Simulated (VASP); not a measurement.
# ZnCu2SnS4 (I-4) in VASP: settings compared

The runs below take ZnCu2SnS4 through relaxation of cell and atoms, with PBEsol, PBE.

Everything below comes from runs of VASP 6.6.1. Logs are shortened: lines on timing, memory, paths and dates and some standing lists are left out, and cuts for length are marked.

### 1 The structure

It takes space group I-4 (No. 82, tetragonal). Conventional cell: a = 5.434 Å, b = 5.434 Å, c = 10.850 Å, α = 90.00°, β = 90.00°, γ = 90.00°. Zn (site symmetry -4) has 4 S at 2.33 Å as nearest neighbours. Around Cu (site symmetry -4) lie 4 S at 2.33 Å. Around Cu (site symmetry -4) lie 4 S at 2.33 Å. Around Sn (site symmetry -4) lie 4 S at 2.41 Å. Around S (site symmetry 1) lie 1 Zn at 2.33 Å and 2 Cu at 2.33 Å and 1 Sn at 2.41 Å.

### 2 Relaxation of cell and atoms, PBEsol

INCAR

```
SYSTEM = ZnCu2SnS4
  PREC = Accurate
  ENCUT = 600
  EDIFF = 1E-6
  ISMEAR = 0
  SIGMA = 0.03
  LREAL = .FALSE.
  LASPH = .TRUE.
  NELM = 80
  ALGO = Normal
  ISIF = 3
  LWAVE = .FALSE.
  LCHARG = .FALSE.
  GGA = PS
  IBRION = 2
  NSW = 90
  EDIFFG = -0.01
  KPAR = 4
```

KPOINTS

```
Automatic mesh
0
G
  10 10 10
  0 0 0
```

POSCAR

```
ZnCu2SnS4
1.0
   -2.7171000000      2.7171000000      5.4248000000
    2.7171000000     -2.7171000000      5.4248000000
    2.7171000000      2.7171000000     -5.4248000000
Zn Cu Sn S
1 2 1 4
Direct
    0.2500000000      0.7500000000      0.5000000000
    0.0000000000      0.0000000000      0.0000000000
    0.7500000000      0.2500000000      0.5000000000
    0.5000000000      0.5000000000      0.0000000000
    0.3716100000      0.8844100000      0.9996000000
    0.1155900000      0.1151900000      0.4872000000
    0.8848100000      0.3720100000      0.0004000000
    0.6279900000      0.6283900000      0.5128000000
```

Potentials or basis: VASP PAW PBE potentials, release 64 (Zn, Cu, Sn_d, S).

Launch:

```sh
cat potpaw_PBE.64/Zn/POTCAR potpaw_PBE.64/Cu/POTCAR potpaw_PBE.64/Sn_d/POTCAR potpaw_PBE.64/S/POTCAR > POTCAR
mpirun -np 4 vasp_std > vasp.out
```

OUTCAR:

```text
SYSTEM = ZnCu2SnS4
   PREC = Accurate
   ENCUT = 600
   EDIFF = 1E-6
   ISMEAR = 0
   LREAL = .FALSE.
   LASPH = .TRUE.
   NELM = 80
   ISIF = 3
   GGA = PS
   IBRION = 2
   NSW = 90
   EDIFFG = -0.01

 ion  position               nearest neighbor table
   1  0.250  0.750  0.500-   8 2.33   7 2.33   6 2.33   5 2.33
   2  0.000  0.000  0.000-   5 2.33   8 2.33   7 2.33   6 2.33
   3  0.750  0.250  0.500-   7 2.33   6 2.33   5 2.33   8 2.33
   4  0.500  0.500  0.000-   8 2.41   7 2.41   6 2.41   5 2.41
   5  0.372  0.884  1.000-   1 2.33   2 2.33   3 2.33   4 2.41
   6  0.116  0.115  0.487-   1 2.33   2 2.33   3 2.33   4 2.41
   7  0.885  0.372  0.000-   1 2.33   2 2.33   3 2.33   4 2.41
   8  0.628  0.628  0.513-   1 2.33   2 2.33   3 2.33   4 2.41

  LATTYP: Found a body centered tetragonal cell.
 ALAT       =     5.4342000000
 C/A-ratio  =     1.9965404291

  Lattice vectors:

 A1 = (  -2.7171000000,   2.7171000000,   5.4248000000)
 A2 = (   2.7171000000,  -2.7171000000,   5.4248000000)
 A3 = (   2.7171000000,   2.7171000000,  -5.4248000000)

Analysis of symmetry for initial positions (statically):
=====================================================================
 Subroutine PRICEL returns:
 Original cell was already a primitive cell.

 Routine SETGRP: Setting up the symmetry group for a
 body centered tetragonal supercell.

 Subroutine GETGRP returns: Found  4 space group operations
 (whereof  4 operations were pure point group operations)
 out of a pool of 16 trial point group operations.

The static configuration has the point symmetry S_4 .

Analysis of symmetry for dynamics (positions and initial velocities):
=====================================================================
 Subroutine PRICEL returns:
 Original cell was already a primitive cell.

 Routine SETGRP: Setting up the symmetry group for a
 body centered tetragonal supercell.

 Subroutine GETGRP returns: Found  4 space group operations
 (whereof  4 operations were pure point group operations)
 out of a pool of 16 trial point group operations.

The dynamic configuration has the point symmetry S_4 .

 Subroutine INISYM returns: Found  4 space group operations
 (whereof  4 operations are pure point group operations),
 and found     1 'primitive' translations

----------------------------------------------------------------------------------------

                                     Primitive cell

  volume of cell :     160.1972

  direct lattice vectors                    reciprocal lattice vectors
    -2.717100000  2.717100000  5.424800000     0.000000000  0.184019727  0.092169297
     2.717100000 -2.717100000  5.424800000     0.184019727  0.000000000  0.092169297
     2.717100000  2.717100000 -5.424800000     0.184019727  0.184019727  0.000000000

  length of vectors
     6.647835728  6.647835728  6.647835728     0.205811659  0.205811659  0.260243194

  position of ions in fractional coordinates (direct lattice)
     0.250000000  0.750000000  0.500000000
     0.000000000  0.000000000  0.000000000
     0.750000000  0.250000000  0.500000000
     0.500000000  0.500000000  0.000000000
     0.371610000  0.884410000  0.999600000
     0.115590000  0.115190000  0.487200000
     0.884810000  0.372010000  0.000400000
     0.627990000  0.628390000  0.512800000

  ion indices of the primitive-cell ions
   primitive index   ion index
                 1           1
                 2           2
                 3           3
                 4           4
                 5           5
                 6           6
                 7           7
                 8           8

----------------------------------------------------------------------------------------

 KPOINTS: Automatic mesh

Automatic generation of k-mesh.
 Grid dimensions read from file:
 generate k-points for:   10   10   10

 Generating k-lattice:

  Cartesian coordinates                     Fractional coordinates (reciprocal lattice)
     0.000000000  0.018401973  0.009216930     0.100000000 -0.000000000  0.000000000
     0.018401973  0.000000000  0.009216930    -0.000000000  0.100000000  0.000000000
     0.018401973  0.018401973  0.000000000     0.000000000  0.000000000  0.100000000

  Length of vectors
     0.020581166  0.020581166  0.026024319

  Shift w.r.t. Gamma in fractional coordinates (k-lattice)
     0.000000000  0.000000000  0.000000000

 Subroutine IBZKPT returns following result:
 ===========================================

 Found    144 irreducible k-points:

 Following reciprocal coordinates:
            Coordinates               Weight
  0.000000  0.000000  0.000000      1.000000
  0.100000  0.000000  0.000000      8.000000
  0.200000  0.000000  0.000000      8.000000
  0.300000 -0.000000  0.000000      8.000000
  0.400000 -0.000000  0.000000      8.000000
  0.500000  0.000000  0.000000      4.000000
[... 16 lines left out ...]
  0.200000  0.200000  0.000000      8.000000
  0.300000  0.200000  0.000000      8.000000
 [... further k-points ...]
   k-points           NKPTS =    144   k-points in BZ     NKDIM =    144   number of bands    NBANDS=     43
   number of dos      NEDOS =    301   number of ions     NIONS =      8
   total plane-waves  NPLWV = 157464
   dimension x,y,z NGX =    54 NGY =   54 NGZ =   54
   dimension x,y,z NGXF=   108 NGYF=  108 NGZF=  108
   ions per type =               1   2   1   4
   NGX,Y,Z   is equivalent  to a cutoff of  13.50, 13.50, 13.50 a.u.
   NGXF,Y,Z  is equivalent  to a cutoff of  27.01, 27.01, 27.01 a.u.
 SYSTEM =  ZnCu2SnS4
   PREC   = accura    normal or accurate (medium, high low for compatibility)
   ISTART =      0    job   : 0-new  1-cont  2-samecut
   ICHARG =      2    charge: 1-file 2-atom 10-const
   ISPIN  =      1    spin polarized calculation?
   LNONCOLLINEAR =      F non collinear calculations
   LSORBIT =      F    spin-orbit coupling
   LASPH  =      T    aspherical Exc in radial PAW
   ENCUT  =  600.0 eV  44.10 Ry    6.64 a.u.  13.28 13.28 13.28*2*pi/ulx,y,z
   NELM   =     80;   NELMIN=  2; NELMDL= -5     # of ELM steps
   EDIFF  = 0.1E-05   stopping-criterion for ELM
   LREAL  =      F    real-space projection
   EDIFFG = -.1E-01   stopping-criterion for IOM
   NSW    =     90    number of steps for IOM
   IBRION =      2    ionic relax: 0-MD 1-quasi-New 2-CG
   NFREE  =      1    steps in history (QN), initial steepest desc. (CG)
   ISIF   =      3    stress and relaxation
   ISYM   =      2    0-nonsym 1-usesym 2-fastsym
   POTIM  = 0.5000    time-step for ionic-motion
   TEBEG  =    0.0;   TEEND  =   0.0 temperature during run
   PSTRESS=    0.0 pullay stress
   NELECT =      72.0000    total number of electrons
   NUPDOWN=      -1.0000    fix difference up-down
   EMIN   =  10.00;   EMAX   =-10.00  energy-range for DOS
   EFERMI =   0.00;   METHOD = LEGACY
   ISMEAR =     0;   SIGMA  =   0.03  broadening in eV -4-tet -1-fermi 0-gaus
   EFERMI_NEDOS =   21; number of points for ismear=-14 and -15
   IALGO  =     38    algorithm
   IMIX   =      4    mixing-type and parameters
     AMIX     =   0.40;   BMIX     =  1.00
     AMIX_MAG =   1.60;   BMIX_MAG =  1.00
  volume/ion in A,a.u.               =      20.02       135.13
  Fermi-wavevector in a.u.,A,eV,Ry     =   1.254009  2.369734 21.395688  1.572539
  Thomas-Fermi vector in A             =   2.387835
   LORBIT       =      0    0 simple, 1 ext, 2 COOP (PROOUT), +10 PAW based schemes
   GGA     = PS    functional components
   LHFCALC =     F    Hartree Fock is set to
   AEXX    =    0.0000 exact exchange contribution
   IVDW    =     0    specifies the selected vdW correction
   LEPSILON=     F    determine dielectric tensor
   LRPA    =     F    only Hartree local field effects (RPA)
 conjugate gradient relaxation of ions
 non-spin polarized calculation
 Gauss-broadening in eV      SIGMA  =   0.03
  energy-cutoff  :      600.00
  volume of cell :      160.20
 maximum number of plane-waves:      5397
 NGX is ok and might be reduce to    54
   NGX = 27   NGY = 27   NGZ = 27

--------------------------------------- Ionic step        1  -------------------------------------------

 number of electron      71.9999998 magnetization

 Free energy of the ion-electron system (eV)
  ---------------------------------------------------
  ext. energy  EPLUGINS =         0.00000000
  ---------------------------------------------------
  free energy    TOTEN  =       -35.71868343 eV

  energy without entropy =      -35.71868343  energy(sigma->0) =      -35.71868343

 E-fermi :   4.8706     XC(G=0):  -9.9994

 val. band max:        4.7326607501   @ k =   0.0000   0.0000   0.0000
 cond. band min:       4.9885937041   @ k =   0.0000   0.0000   0.0000
 fundamental gap:      0.2559329540
 Fermi energy:         4.8705669382

 k-point     1 :       0.0000    0.0000    0.0000
  band No.  band energies     occupation
      1     -17.4344      2.00000
      2     -17.4303      2.00000
      3     -17.4303      2.00000
      4     -17.3401      2.00000
      5     -17.3325      2.00000
      6      -9.8093      2.00000
[... 1214 lines left out ...]
  FREE ENERGIE OF THE ION-ELECTRON SYSTEM (eV)
  ---------------------------------------------------
  free  energy   TOTEN  =       -35.8092048446 eV

  energy  without entropy=      -35.8092048446  energy(sigma->0) =      -35.80920484

[... ionic steps 4 to 8 ...]

--------------------------------------- Ionic step        9  -------------------------------------------

 number of electron      72.0000015 magnetization

------------------------ aborting loop because EDIFF is reached ----------------------------------------

  FORCE on cell =-STRESS in cart. coord.  units (eV):
  Direction    XX          YY          ZZ          XY          YZ          ZX
  --------------------------------------------------------------------------------------
  -------------------------------------------------------------------------------------
  Total       -0.0254545     -0.0254545      0.0378770      0.0000000      0.0000000     -0.0000000
  in kB       -0.2618488     -0.2618488      0.3896391      0.0000003      0.0000000     -0.0000000
  external PRESSURE =      -0.0446862 kB  Pullay stress =       0.0000000 kB
[... 69 lines left out ...]
  energy  without entropy=      -35.8268316847  energy(sigma->0) =      -35.82683177

--------------------------------------- Ionic step       11  -------------------------------------------

 number of electron      72.0000015 magnetization

 Free energy of the ion-electron system (eV)
  ---------------------------------------------------
  ext. energy  EPLUGINS =         0.00000000
  ---------------------------------------------------
  free energy    TOTEN  =       -35.82689606 eV

  energy without entropy =      -35.82689592  energy(sigma->0) =      -35.82689599

 E-fermi :   5.1708     XC(G=0): -10.1446

 val. band max:        5.1001882152   @ k =   0.0000   0.0000   0.0000
 cond. band min:       5.2413347182   @ k =   0.0000   0.0000   0.0000
 fundamental gap:      0.1411465030
 Fermi energy:         5.1707612996

 k-point     1 :       0.0000    0.0000    0.0000
  band No.  band energies     occupation
      1     -17.1016      2.00000
      2     -17.0975      2.00000
      3     -17.0975      2.00000
      4     -17.0185      2.00000
      5     -17.0141      2.00000
      6      -9.5911      2.00000
[... 1130 lines left out ...]
  FREE ENERGIE OF THE ION-ELECTRON SYSTEM (eV)
  ---------------------------------------------------
  free  energy   TOTEN  =       -35.8268960576 eV

  energy  without entropy=      -35.8268959239  energy(sigma->0) =      -35.82689599

 reached required accuracy - stopping structural energy minimisation
```

It took 51 min on 4 MPI ranks of Intel Xeon Platinum 8488C (Sapphire Rapids), shared host; peak memory 1.4 GiB.

Results:

```
Free energy                            : -35.8269 eV
Relaxed volume                         : 19.45 Å³/atom
Relaxed cell                           : a = 6.586 Å, b = 6.586 Å, c = 6.586 Å, α = 131.78°, β = 131.78°, γ = 70.58°
Space group after relaxing (to 0.05 Å) : I-4 (No. 82)
Energy gained by relaxing              : 13.5 meV/atom
Ionic steps                            : 11
Pressure after relaxing                : 0.0 GPa
Largest force after relaxing           : 0.009 eV/Å
Band gap on the k mesh                 : 0.14 eV, direct
```

Forces on the atoms (eV/Å):
```
Zn   0.000  0.000  0.000
Cu   0.000  0.000  0.000
Cu   0.000  0.000  0.000
Sn   0.000  0.000  0.000
S    0.006 -0.004  0.005
S   -0.004 -0.006 -0.005
S   -0.006  0.004  0.005
S    0.004  0.006 -0.005
```

The path:
| step | energy change (eV) | largest force (eV/Å) | pressure (GPa) | volume (Å³) |
| --- | --- | --- | --- | --- |
| 1 | 0.0000 | 0.6231 | -1.48 | 160.20 |
| 2 | -0.0795 | 0.3880 | 0.15 | 155.95 |
| 3 | -0.0905 | 0.2491 | 1.19 | 153.71 |
| 4 | -0.1075 | 0.0552 | -0.10 | 155.79 |
| 5 | -0.1078 | 0.0430 | 0.02 | 155.58 |
| 6 | -0.1078 | 0.0424 | 0.06 | 155.54 |
| 7 | -0.1081 | 0.0194 | -0.01 | 155.67 |
| 8 | -0.1081 | 0.0130 | -0.06 | 155.79 |
| 9 | -0.1081 | 0.0110 | 0.00 | 155.75 |
| 10 | -0.1081 | 0.0111 | -0.04 | 155.76 |
| 11 | -0.1082 | 0.0088 | 0.01 | 155.64 |

Final structure:
```yaml
crystal:
  lattice:
    - [-2.69032, 2.69032, 5.37580]
    - [2.69032, -2.69032, 5.37580]
    - [2.69032, 2.69032, -5.37580]
  atoms:
    - { symbol: Zn, position: [0.25000, 0.75000, 0.50000] }
    - { symbol: Cu, position: [0.00000, 0.00000, 0.00000] }
    - { symbol: Cu, position: [0.75000, 0.25000, 0.50000] }
    - { symbol: Sn, position: [0.50000, 0.50000, 0.00000] }
    - { symbol: S, position: [0.37057, 0.89761, 0.00867] }
    - { symbol: S, position: [0.10239, 0.11105, 0.47296] }
    - { symbol: S, position: [0.88895, 0.36191, 0.99133] }
    - { symbol: S, position: [0.63809, 0.62943, 0.52704] }
```

Levels at points of the mesh, in eV from the valence-band top:
| k point | band 34 | band 35 | band 36 | band 37 | band 38 | band 39 |
| --- | --- | --- | --- | --- | --- | --- |
| (0.00, 0.00, 0.00) | -0.06 | -0.06 | 0.00 | 0.14 | 1.80 | 2.68 |
| (0.50, 0.00, 0.00) | -1.26 | -1.15 | -0.57 | 1.58 | 3.00 | 3.24 |
| (0.50, 0.50, 0.00) | -0.79 | -0.58 | -0.45 | 0.54 | 2.26 | 3.04 |
| (0.50, 0.50, 0.50) | -1.26 | -0.97 | -0.97 | 1.20 | 1.84 | 1.84 |

Caveat: the PAW data sets were made with another functional, which shifts forces and pressure a little; spin-orbit coupling is left out, which moves the levels of the heavy elements. A k mesh can miss the band edges.

### 3 Relaxation of cell and atoms, PBEsol

This run uses another cell than the first one, of 19.45 Å³/atom, 0.972 times its volume.

Changes to INCAR since step 2:

```diff
@@ -3,3 +3,3 @@
   ENCUT = 600
-  EDIFF = 1E-6
+  EDIFF = 1E-7
   ISMEAR = 0
@@ -16,3 +16,3 @@
   NSW = 90
-  EDIFFG = -0.01
+  EDIFFG = -0.005
   KPAR = 4
```

KPOINTS is that of step 2.

POSCAR

```
ZnCu2SnS4                               
1.0
   -2.6903155384      2.6903155425      5.3757952037
    2.6903155384     -2.6903155425      5.3757952037
    2.6903155425      2.6903155384     -5.3757952037
  Zn              Cu              Sn              S             
     1     2     1     4
Direct
     0.2500000000000000    0.7500000000000000    0.5000000000000000
     0.0000000000000000    0.0000000000000000    0.0000000000000000
     0.7500000000000000    0.2500000000000000    0.5000000000000000
     0.5000000000000000    0.5000000000000000    0.0000000000000000
     0.3705739970347402    0.8976146918618929    0.0086688361230909
     0.1023853081381070    0.1110541442611979    0.4729593051728543
     0.8889458557388020    0.3619051609116563    0.9913311638769091
     0.6380948390883435    0.6294260029652601    0.5270406948271459
```

Potentials or basis: VASP PAW PBE potentials, release 64 (Zn, Cu, Sn_d, S).

Launch:

```sh
cat potpaw_PBE.64/Zn/POTCAR potpaw_PBE.64/Cu/POTCAR potpaw_PBE.64/Sn_d/POTCAR potpaw_PBE.64/S/POTCAR > POTCAR
mpirun -np 4 vasp_std > vasp.out
```

Run time: 17 min. Hardware: 4 MPI ranks of Intel Xeon Platinum 8488C (Sapphire Rapids), shared host; peak memory 1.2 GiB.

It converged, with:

```
Free energy                            : -35.8262 eV
Relaxed volume                         : 19.46 Å³/atom
Relaxed cell                           : a = 6.587 Å, b = 6.587 Å, c = 6.587 Å, α = 131.79°, β = 131.79°, γ = 70.56°
Space group after relaxing (to 0.05 Å) : I-4 (No. 82)
Energy gained by relaxing              : 0.0 meV/atom
Ionic steps                            : 2
Pressure after relaxing                : 0.0 GPa
Largest force after relaxing           : 0.004 eV/Å
Band gap on the k mesh                 : 0.14 eV, direct
```

Forces in eV/Å, atoms in the order of the input:
```
Zn   0.000  0.000  0.000
Cu   0.000  0.000  0.000
Cu   0.000  0.000  0.000
Sn   0.000  0.000  0.000
S    0.003 -0.001  0.002
S   -0.001 -0.003 -0.002
S   -0.003  0.001  0.002
S    0.001  0.003 -0.002
```

Final structure:
```yaml
crystal:
  lattice:
    - [-2.69028, 2.69028, 5.37740]
    - [2.69028, -2.69028, 5.37740]
    - [2.69028, 2.69028, -5.37740]
  atoms:
    - { symbol: Zn, position: [0.25000, 0.75000, 0.50000] }
    - { symbol: Cu, position: [0.00000, 0.00000, 0.00000] }
    - { symbol: Cu, position: [0.75000, 0.25000, 0.50000] }
    - { symbol: Sn, position: [0.50000, 0.50000, 0.00000] }
    - { symbol: S, position: [0.37057, 0.89769, 0.00869] }
    - { symbol: S, position: [0.10231, 0.11100, 0.47287] }
    - { symbol: S, position: [0.88900, 0.36188, 0.99131] }
    - { symbol: S, position: [0.63812, 0.62943, 0.52713] }
```

Levels at points of the mesh, in eV from the valence-band top:
```csv
k point,band 33,band 34,band 35,band 36,band 37,band 38,band 39,band 40
"(0.00, 0.00, 0.00)",-1.63,-0.06,-0.06,0.00,0.14,1.80,2.68,3.62
"(0.50, 0.00, 0.00)",-1.30,-1.26,-1.15,-0.57,1.58,3.00,3.24,4.02
"(0.50, 0.50, 0.00)",-0.89,-0.79,-0.58,-0.45,0.54,2.26,3.04,3.97
"(0.50, 0.50, 0.50)",-1.26,-1.26,-0.97,-0.97,1.20,1.84,1.84,2.18
```

Caveat: the PAW data sets were made with another functional, which shifts forces and pressure a little; spin-orbit coupling is left out, which moves the levels of the heavy elements. A k mesh can miss the band edges.

(Continued in part 2 of 2.)
